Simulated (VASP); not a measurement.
# NaCl (rocksalt), r²SCAN single-point calculation: Ansatz's output and VASP's

```
Na Cl
1.0
     0.00000    2.80270    2.80270
     2.80270    0.00000    2.80270
     2.80270    2.80270    0.00000
Na Cl
1 1
Direct
  0.00000 0.00000 0.00000
  0.50000 0.50000 0.50000
```

Ansatz printed

```
SCF 1 converged in 6 iterations: F = -2576.327553 eV  dr2 = 3.53e-9
  greatest PAW one-centre occupation: 1.000 electrons in one spin orbital (limit 2), on the Na atom at site 0 (counted from 0), in its partial waves of l = 0
NSCF: frozen V_eff on 6 k-points
SCF converged after 6 iterations
Free energy (F): -2576.327553 eV
Harris-Foulkes:  -2576.327553 eV  (|F-HF|=1.64e-9)
Internal energy: -2576.327553 eV  (E = F + TS)
E sigma→0 (E₀):  -2576.327553 eV
Fermi energy:    0.819264 eV
--- Per-component energies (eV) ---
  E_band       = -248.085532
  E_kinetic    = 282.829843
  E_local      = -1522.556420  (includes V_loc(G=0)·N_el)
  E_nonlocal   = 144.215397
  E_hartree    = 537.429925
  E_xc         = -141.792168
  E_vxc        = -191.297806  (∫ρ·V_xc dr)
  E_paw        = -934.358927  (= ΣΔE_a)
  E_vpaw       = -48.285643  (= ΣTr[D̂ρ^β])
  E_aug_tail   = 0.000041  (compensation charges beyond the density's cutoff)
  E_vtau       = 12.149770  (kinetic-family band-sum trace: ∫τ·v_τ [+ j·A + Jᵃ·Aᵃ] dr)
  E_ewald      = -941.932570
  E_core_change = -0.162674  (= ΣΔE_core)
  E_smearing   = -0.000000  (= −TS)
  E_closure    = -0.000000  (closes the sum)
  Σ components = -2576.327553   (vs F -2576.327553, Δ=0.00e0)
--- Forces (eV/Å), atoms counted from 1 ---
  atom   1  Na    -0.00000000    -0.00000000    -0.00000000
  atom   2  Cl     0.00000000    -0.00000000    -0.00000000
  max |Σ_I F_I| component: 7.86e-30 eV/Å
--- Stress (GPa, compression-positive) ---
        0.037339       0.000000       0.000000
        0.000000       0.037339       0.000000
        0.000000      -0.000000       0.037339
  P = ⅓ Tr σ = 0.0373 GPa (0.373 kbar)
--- Band table (eV; the first three rows and the last of 29) ---
  k-point 0: bands = ["-50.1552", "-20.5638", "-20.5638", "-20.5638", "-12.4387", "0.8193", "0.8193", "0.8193", "6.7947", "12.5585", "12.5585", "12.5585"]
  k-point 1: bands = ["-50.1551", "-20.5685", "-20.5641", "-20.5641", "-12.3885", "0.4498", "0.7757", "0.7757", "7.2936", "12.0305", "12.7641", "12.7641"]
  k-point 2: bands = ["-50.1548", "-20.5797", "-20.5648", "-20.5648", "-12.2638", "-0.2977", "0.6740", "0.6740", "8.2529", "11.5538", "12.9062", "12.9062"]
  k-point 28: bands = ["-50.1541", "-20.5782", "-20.5782", "-20.5746", "-12.0088", "-0.4224", "-0.4224", "0.0417", "10.5895", "11.2256", "11.2256", "13.1146"]
```

Each program uses its own PAW datasets. VASP's cell holds 14 valence electrons and Ansatz's 16. Ansatz's stress includes a Pulay correction; VASP's doesn't.

Problem. What does VASP give for the same cell and level of theory?

Solution. gap between bands v and c 6.00 eV; least direct gap 6.00 eV; pressure -0.1 GPa.

From OUTCAR

```
k-points           NKPTS =     29   k-points in BZ     NKDIM =     29   number of bands    NBANDS=     14

   NELECT =      14.0000    total number of electrons

   dimension x,y,z NGX =    30 NGY =   30 NGZ =   30
   dimension x,y,z NGXF=    60 NGYF=   60 NGZF=   60

  energy-cutoff  :      520.00
  volume of cell :       44.03
      direct lattice vectors                 reciprocal lattice vectors
     0.000000000  2.802698809  2.802698809    -0.178399476  0.178399476  0.178399476
     2.802698809  0.000000000  2.802698809     0.178399476 -0.178399476  0.178399476
     2.802698809  2.802698809  0.000000000     0.178399476  0.178399476 -0.178399476

 k-points in reciprocal lattice and weights: KPOINTS created by Atomic Simulation Env
   0.00000000  0.00000000  0.00000000       0.002
   0.12500000  0.00000000  0.00000000       0.016
   0.25000000  0.00000000  0.00000000       0.016
   0.37500000  0.00000000  0.00000000       0.016
   0.50000000  0.00000000  0.00000000       0.008
   0.12500000  0.12500000  0.00000000       0.012
   0.25000000  0.12500000  0.00000000       0.047
   0.37500000  0.12500000  0.00000000       0.047
   ...

 E-fermi :  -0.9733

 k-point     1 :       0.0000    0.0000    0.0000
  band No.  band energies     occupation
      1     -22.5426      2.00000
      2     -22.5422      2.00000
      3     -22.5422      2.00000
      4     -14.3222      2.00000
      5      -1.0573      2.00000
      6      -1.0573      2.00000
      7      -1.0573      2.00000
      8       4.9411      0.00000
      9      10.7205      0.00000
     10      10.7205      0.00000
     11      10.7205      0.00000
     12      12.9932      0.00000
     13      12.9932      0.00000
     14      14.6264      0.00000

 k-point     2 :       0.1250    0.0000    0.0000
  band No.  band energies     occupation
      1     -22.5469      2.00000
      2     -22.5428      2.00000
      3     -22.5425      2.00000
      4     -14.2720      2.00000
      5      -1.4251      2.00000
      6      -1.1018      2.00000
      7      -1.1018      2.00000
      8       5.4377      0.00000
      9      10.1830      0.00000
     10      10.9345      0.00000
     11      10.9346      0.00000
     12      12.7792      0.00000
     13      12.7792      0.00000
     14      15.6527      0.00000

 k-point     3 :       0.2500    0.0000    0.0000
  band No.  band energies     occupation
      1     -22.5579      2.00000
      2     -22.5435      2.00000
      3     -22.5432      2.00000
      4     -14.1473      2.00000
      5      -2.1704      2.00000
      6      -1.2061      2.00000
      7      -1.2061      2.00000
      8       6.3940      0.00000
      9       9.7006      0.00000
     10      11.1093      0.00000
     11      11.1095      0.00000
     12      13.0141      0.00000
     13      13.0142      0.00000
     14      15.8125      0.00000

 k-point     4 :       0.3750    0.0000    0.0000
  band No.  band energies     occupation
      1     -22.5688      2.00000
      2     -22.5443      2.00000
      3     -22.5439      2.00000
      4     -14.0173      2.00000
      5      -2.7976      2.00000
      6      -1.3060      2.00000
      7      -1.3060      2.00000
      8       6.8743      0.00000
      9      10.1765      0.00000
     10      10.8809      0.00000
     11      10.8812      0.00000
     12      14.4128      0.00000
     13      14.4129      0.00000
     14      15.2350      0.00000

 k-point     5 :       0.5000    0.0000    0.0000
  band No.  band energies     occupation
      1     -22.5733      2.00000
      2     -22.5445      2.00000
      3     -22.5442      2.00000
      4     -13.9618      2.00000
      5      -3.0355      2.00000
      6      -1.3462      2.00000
      7      -1.3462      2.00000
      8       6.9227      0.00000
      9      10.7124      0.00000
     10      10.7562      0.00000
     11      10.7565      0.00000
     12      15.0536      0.00000
     13      16.0485      0.00000
     14      16.0486      0.00000

 k-point     6 :       0.1250    0.1250    0.0000
  band No.  band energies     occupation
      1     -22.5467      2.00000
      2     -22.5436      2.00000
      3     -22.5434      2.00000
      4     -14.2566      2.00000
      5      -1.4480      2.00000
      6      -1.1595      2.00000
      7      -1.1595      2.00000
      8       5.6045      0.00000
      9       9.8573      0.00000
     10      11.1355      0.00000
     11      11.1355      0.00000
     12      12.1202      0.00000
     13      13.2173      0.00000
     14      16.0722      0.00000

 ...

  Total       -0.0409936     -0.0409936     -0.0409936     -0.0000000     -0.0000000     -0.0000000
  in kB       -1.4916507     -1.4916507     -1.4916507     -0.0000000     -0.0000000     -0.0000000
  external PRESSURE =      -1.4916507 kB  Pullay stress =       0.0000000 kB

 POSITION                                       TOTAL-FORCE (eV/Angst)
 -----------------------------------------------------------------------------------
      0.00000      0.00000      0.00000         0.000000     -0.000000     -0.000000
      2.80270      2.80270      2.80270        -0.000000      0.000000      0.000000
 -----------------------------------------------------------------------------------
    total drift:                               -0.000000      0.000000      0.000000

  FREE ENERGIE OF THE ION-ELECTRON SYSTEM (eV)
  ---------------------------------------------------
  free  energy   TOTEN  =       -13.7900856072 eV

  energy  without entropy=      -13.7900856072  energy(sigma->0) =      -13.79008561
```
